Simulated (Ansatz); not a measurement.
Crystal: FeO.

```xyz
2
Lattice="0.0000 2.1554 2.1554 2.1554 0.0000 2.1554 2.1554 2.1554 0.0000" Properties=species:S:1:pos:R:3 pbc="T T T"
Fe    0.0000    0.0000    0.0000
O     2.1554    2.1554    2.1554
```

* Program: Ansatz 0.2.0
* Task: single point
* Functional: PBE
* Potentials or basis: all-electron LAPW, scalar-relativistic
* Cutoff: 349 eV (chosen from the basis error)
* Basis error allowed: 0.001 eV/atom
* k mesh: 11 × 11 × 11
* Occupations: fermi-dirac, width 0.05 eV
* Spin: collinear spin, ferromagnetic start
* Starting moments: [3.0, 0.0] μB

On this cell: pressure -0.3 GPa; largest force zero by symmetry; net moment 4.00 μB per cell; site moments Fe +3.62; O +0.32 μB; band gap on the k mesh none (metal or under the smearing width).

The same run follows on a disturbed copy (atoms moved at random, drawn with an rms of 0.05 Å):

```xyz
2
Lattice="0.0000 2.1554 2.1554 2.1554 0.0000 2.1554 2.1554 2.1554 0.0000" Properties=species:S:1:pos:R:3 pbc="T T T"
Fe    0.0449    0.0680    0.0221
O     2.1631    2.1655    2.2137
```

What does the disturbed cell give?

The energy (extrapolated to zero smearing) moves by +4.5 meV/atom; pressure 0.2 GPa; largest force 0.232 eV/Å; net moment 4.00 μB per cell; site moments Fe +3.60; O +0.32 μB; band gap on the k mesh none (metal or under the smearing width).

Forces in eV/Å, atoms in the order of the input:
```
Fe  -0.109 -0.174  0.106
O    0.109  0.174 -0.106
```

Stress tensor (GPa, compression positive):
```
 0.03 -0.16  0.10
-0.16  0.57  0.16
 0.10  0.16  0.01
```

Caveats: a cell with one magnetic atom can't hold antiferromagnetic order, which such compounds often take; semilocal functionals often make such compounds metallic where correlation or magnetic order opens a gap, which also shifts bond lengths.
